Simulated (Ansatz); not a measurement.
A run of Ansatz 0.2.0 is set up as follows.

input.yaml

```yaml
crystal:
  lattice:
    - [5.0803194, 0.0, 0.0]
    - [0.0, 5.16486745, 0.0]
    - [0.0, 0.0, 4.89088365]
  atoms:
    - { symbol: Hf, position: [0.22259082, 0.78179958, 0.27206794] }
    - { symbol: Hf, position: [0.72259082, 0.71820042, 0.72793206] }
    - { symbol: Hf, position: [0.77740918, 0.21820042, 0.27206794] }
    - { symbol: Hf, position: [0.27740918, 0.28179958, 0.72793206] }
    - { symbol: O, position: [0.18681532, 0.16364878, 0.10453462] }
    - { symbol: O, position: [0.68681532, 0.33635122, 0.89546538] }
    - { symbol: O, position: [0.81318468, 0.83635122, 0.10453462] }
    - { symbol: O, position: [0.31318468, 0.66364878, 0.89546538] }
    - { symbol: O, position: [0.0, 0.5, 0.48905445] }
    - { symbol: O, position: [0.5, 0.0, 0.51094555] }
    - { symbol: O, position: [0.0, 0.0, 0.57562499] }
    - { symbol: O, position: [0.5, 0.5, 0.42437501] }
hamiltonian:
  xc: pbe
  pseudopotentials: { kind: paw }
kpoints:
  mp_grid: { grid: [4, 4, 5] }
  band_path:
    path:
      - [[0.0, 0.0, 0.0], [0.0, 0.0, 0.5], [0.5, 0.0, 0.5], [0.5, 0.0, 0.0], [0.0, 0.0, 0.0], [0.0, 0.5, 0.0], [0.0, 0.5, 0.5], [0.5, 0.5, 0.5], [0.5, 0.5, 0.0], [0.0, 0.5, 0.0]]
      - [[0.5, 0.0, 0.0], [0.5, 0.5, 0.0]]
      - [[0.0, 0.5, 0.5], [0.0, 0.0, 0.5]]
      - [[0.5, 0.0, 0.5], [0.5, 0.5, 0.5]]
    npoints: 10
scf:
  occupations: { method: fermi_dirac, width: 0.05 }
  n_extra_bands: 30
output:
  forces: true
  stress: true
  eigenvalues: true
  fatbands: true
  write_density: true
  write_potential: true
  elf: true
  volumetric_format: npy
```

Potentials or basis: Ansatz PAW.

Launch:

```console
$ ansatz run input.yaml --threads 4 --pin off --max-ram 11264MiB --backend cpu --events-out ev --progress --plain --runs-dir out
```

Problem. What does it give for the largest force?

Solution. 0.184 eV/Å.

Problem. Estimate the band gap on the k mesh.

Solution. 3.94 eV, direct.

Forces on the atoms (eV/Å):
```
Hf   0.066 -0.063 -0.037
Hf   0.066  0.063  0.037
Hf  -0.066  0.063 -0.037
Hf  -0.066 -0.063  0.037
O    0.045  0.080  0.159
O    0.045 -0.080 -0.159
O   -0.045 -0.080  0.159
O   -0.045  0.080 -0.159
O    0.000  0.000 -0.004
O    0.000  0.000  0.004
O    0.000  0.000  0.174
O    0.000  0.000 -0.174
```

Caveat: the k mesh misses the band edges, so the gap on the mesh is wider than the one along the path; spin-orbit coupling is left out, which moves the levels of the heavy elements.
